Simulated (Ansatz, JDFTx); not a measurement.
This is a calculation of BN for Ansatz 0.2.0. The cell is a database's computed one, not the measured one.

File input.yaml:

```yaml
crystal:
  lattice:
    - [0.0, 1.813001, 1.813001]
    - [1.813001, 0.0, 1.813001]
    - [1.813001, 1.813001, 0.0]
  atoms:
    - { symbol: "N", position: [0.25, 0.25, 0.25] }
    - { symbol: B, position: [0.0, 0.0, 0.0] }
hamiltonian:
  xc: pbesol
  pseudopotentials: { kind: paw }
kpoints:
  mp_grid: { grid: [13, 13, 13] }
scf:
  occupations: { method: fermi_dirac, width: 0.05 }
output:
  forces: true
  stress: true
relax:
  f_tol: 0.01
  max_steps: 40
  cell: { stress_tol: 0.05 }
```

Potentials or basis: Ansatz PAW.

Run with:

```console
$ ansatz run input.yaml --threads 2 --pin off --max-ram 5632MiB --backend cpu --events-out ev --progress --plain --runs-dir out
```

Question: Translate it to JDFTx 1.7.0 (patched build). Potentials or basis there: PseudoDojo-SR-PBEsol-0.4.1-standard, cutoff 1143 eV.

Answer: As run (cutoffs and basis follow the program's own potentials, and thresholds, step limits or extra output files can differ):

The input BN.in:

```
lattice Face-Centered Cubic 6.8521507073
coords-type Lattice
ion N      0.2500000000     0.2500000000     0.2500000000 1
ion B      0.0000000000     0.0000000000     0.0000000000 1

ion-species pseudo/N.upf
ion-species pseudo/B.upf
elec-cutoff 42 336
elec-ex-corr gga-PBEsol
kpoint-folding 13 13 13
elec-smearing Fermi 0.0018374661
elec-n-bands 9
electronic-SCF nIterations 100 energyDiffThreshold 1e-10
electronic-minimize nIterations 30 energyDiffThreshold 1e-7
forces-output-coords Cartesian
lattice-minimize nIterations 30 energyDiffThreshold 1e-7

dump-name run.$VAR
dump End Ecomponents EigStats BandEigs Kpoints Forces Stress ElecDensity Dtot KEdensity
```

Potentials or basis: PseudoDojo-SR-PBEsol-0.4.1-standard.

Launch:

```sh
$ jdftx -c 1 -i BN.in -o BN.out
```

Both were run:

|  | Ansatz | JDFTx |
| --- | --- | --- |
| Relaxed volume | 5.86 Å³/atom | 5.87 Å³/atom |
| Relaxed cell | a = 2.550 Å, b = 2.550 Å, c = 2.550 Å, α = 60.00°, β = 60.00°, γ = 60.00° | a = 2.551 Å, b = 2.551 Å, c = 2.551 Å, α = 60.00°, β = 60.00°, γ = 60.00° |
| Space group after relaxing | F-43m (No. 216) | F-43m (No. 216) |
| Pressure after relaxing | 0.0 GPa | 0.0 GPa |

Ansatz's pressure holds a Pulay term of +1.08 GPa for its cutoff of 420 eV, which the other run lacks.

Ansatz's potentials were made for PBE.

Where Ansatz's input types no cutoff or centring, it takes its own default and a Γ-centred mesh.

Pressure is positive in compression.
